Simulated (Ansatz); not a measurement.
# TiPt3 under strain

The calculation used DFT PBEsol, scalar-relativistic, plane waves, PAW (Ansatz). Settings: 420 eV cutoff, 14×14×14 k-mesh, Gaussian smearing of 0.10 eV, no spin polarisation.

Starting point, cell and atoms relaxed:

```yaml
crystal:
  lattice:
    - [3.89935, 0.00000, 0.00000]
    - [0.00000, 3.89935, 0.00000]
    - [0.00000, 0.00000, 3.89935]
  atoms:
    - { symbol: Ti, position: [0.00000, 0.00000, 0.00000] }
    - { symbol: Pt, position: [0.00000, 0.50000, 0.50000] }
    - { symbol: Pt, position: [0.50000, 0.00000, 0.50000] }
    - { symbol: Pt, position: [0.50000, 0.50000, 0.00000] }
```

Deformation: biaxial strain in the a-b plane, with the length and tilt of c and the atoms relaxed, all within the symmetry that the strain leaves. Energies are extrapolated to zero smearing.

Spin–orbit coupling is left out, which can shift energies with elements as heavy as these.

| strain (%) | ΔE (meV/atom) | a (Å) | b (Å) | c (Å) |
| --- | --- | --- | --- | --- |
| -4.5 | 85.2 | 3.724 | 3.724 | 4.083 |
| -3.0 | 35.2 | 3.782 | 3.782 | 4.024 |
| -1.5 | 8.3 | 3.841 | 3.841 | 3.963 |
| +0.0 | 0.0 | 3.899 | 3.899 | 3.899 |
| +1.5 | 7.3 | 3.958 | 3.958 | 3.838 |
| +3.0 | 27.7 | 4.016 | 4.016 | 3.775 |
| +4.5 | 58.6 | 4.075 | 4.075 | 3.711 |

**Question.** What stiffness (1/V) d²E/dε² at zero strain does a cubic fit over all points give?

**Answer.** A cubic fit gives (1/V) d²E/dε² = 769 GPa at zero strain (twice the biaxial modulus).

**Question.** How does the free axis c answer a small strain?

**Answer.** Between the innermost points its strain is -1.07 times the applied one.